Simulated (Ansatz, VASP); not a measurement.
## Cs: VASP beside Ansatz

File POSCAR:

```
Cs
1.0
    0.0000000000      3.9483357400      3.9483357400
    3.9483357400      0.0000000000      3.9483357400
    3.9483357400      3.9483357400      0.0000000000
Cs
1
Direct
    0.0000000000      0.0000000000      0.0000000000
```

File INCAR.step1:

```
  ALGO = Normal
  EDIFF = 1E-4
  ENCUT = 520
  GGA = PE
  ISMEAR = -1
  LASPH = T
  LCHARG = F
  LREAL = F
  LWAVE = T
  NBANDS = 10
  NELM = 80
  PREC = Accurate
  SIGMA = 0.05
```

The input INCAR.step2:

```
  ALGO = Normal
  EDIFF = 1E-7
  ENCUT = 520
  ISIF = 2
  ISMEAR = -1
  ISTART = 1
  LASPH = T
  LCHARG = T
  LELF = T
  LMIXTAU = T
  LREAL = F
  LVHAR = T
  LWAVE = F
  METAGGA = R2SCAN
  NBANDS = 10
  NELM = 80
  PREC = Accurate
  SIGMA = 0.05
```

Contents of KPOINTS:

```
k-points
0
Gamma
  4 4 4
```

The input input.yaml:

```yaml
crystal:
  lattice:
    - [0.0, 3.94833574, 3.94833574]
    - [3.94833574, 0.0, 3.94833574]
    - [3.94833574, 3.94833574, 0.0]
  atoms:
    - { symbol: Cs, position: [0.0, 0.0, 0.0] }
hamiltonian:
  xc: r2scan
  pseudopotentials: { kind: paw }
kpoints:
  mp_grid: { grid: [4, 4, 4] }
scf:
  occupations: { method: fermi_dirac, width: 0.05 }
  n_extra_bands: 6
output:
  forces: true
  stress: true
  eigenvalues: true
  dos: { projected: true, de: 0.05, nscf_kmesh: { grid: [6, 6, 6] } }
```

This isn't the form of Cs at room conditions, which is bcc.

Alike in both runs: functional r2SCAN; k mesh 4 × 4 × 4; occupations fermi-dirac, width 0.05 eV; no spin polarisation.

|  | VASP | Ansatz |
| --- | --- | --- |
| version | VASP 6.6.1 | Ansatz 0.2.0 |
| potentials or method | VASP PAW PBE potentials, release 64 (Cs_sv) | Ansatz PAW |
| plane-wave cutoff (eV) | 520 | 500 |
| valence electrons in the cell | 9 | 9 |
| task | single point | projected density of states |

```tsv
	VASP	Ansatz	Ansatz less VASP
gap on the k mesh at the Fermi level (eV)	none	none	-
pressure (GPa)	0.0	0.0	0.00
```

A gap of «none» marks a metal or a gap that the smearing closes.

Caveats: the PAW data sets were made with another functional, which shifts forces and pressure a little (VASP); the PAW data sets come from PBE, with cores solved anew for the run's functional, which leaves a small shift of forces and pressure (Ansatz); the density of states is complete only up to the lowest level of the last band computed (Ansatz). The runs have no spin-orbit coupling, so splittings on Cs are missing.
